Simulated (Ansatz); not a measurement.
The crystal is Boron (R-3m, 12 atoms a cell).

```
B
1.0
     2.45895    1.41968    4.19350
    -2.45895    1.41968    4.19350
     0.00000   -2.83935    4.19350
B
12
Cartesian
  -1.5821 0.9134 2.8264
  0.0000 -1.8269 2.8264
  1.5821 0.9134 2.8264
  1.5821 -0.9134 9.7541
  -1.5821 -0.9134 9.7541
  0.0000 1.8269 9.7541
  -1.0067 0.5812 4.4995
  0.0000 -1.1625 4.4995
  1.0067 0.5812 4.4995
  1.0067 -0.5812 8.0810
  -1.0067 -0.5812 8.0810
  0.0000 1.1625 8.0810
```

The cell and positions come from the Crystallography Open Database and are kept as given unless a step says otherwise. PAW set soft_2, made with PBE.

Gaps computed with Ansatz 0.2.0 without a self-energy: LDA 1.44 eV, PBE 1.45 eV, r2SCAN 1.53 eV, HSE06 2.01 eV and DDH-PBE0 1.97 eV. The mean ε∞ by PBE perturbation theory is 9.44.

Question: Estimate the G0W0@PBE gap with 4×4×4 mesh, 366 empty bands, screening to 150 eV, default PAW files.

About 1.92 eV: on its mesh the run moves the gap from 1.45 eV by +0.47 eV. A band edge moves to another state on the way. Among the scalar-relativistic levels given, DDH-PBE0 is nearest (+0.05 eV). One-shot corrections scale roughly with one over ε∞, here 0.11. Bands and cutoff are finite, so the gap is not at the basis limit. The miss can reach some tenths of an eV and take either sign; the mesh is an error of its own.

[Paths, hosts, dates, memory and timing lines, banners, echoed tables and standing remarks are left out of the program output.]

[Logs are printed without paths, hosts, clocks, repeated set-up lines and the standing remarks that a program may print on its own settings, such as how far it seeks lower states.]

[Runs of the session that timed out or met a known fault of the program may be left out.]

[Cells called generated may have been cut or substituted from an entry of the Crystallography Open Database or the Materials Project.]

[Hosts, paths, dates, database ids (printed as entryN), source tags and the programs' standing remarks are cut or masked in the printed files.]
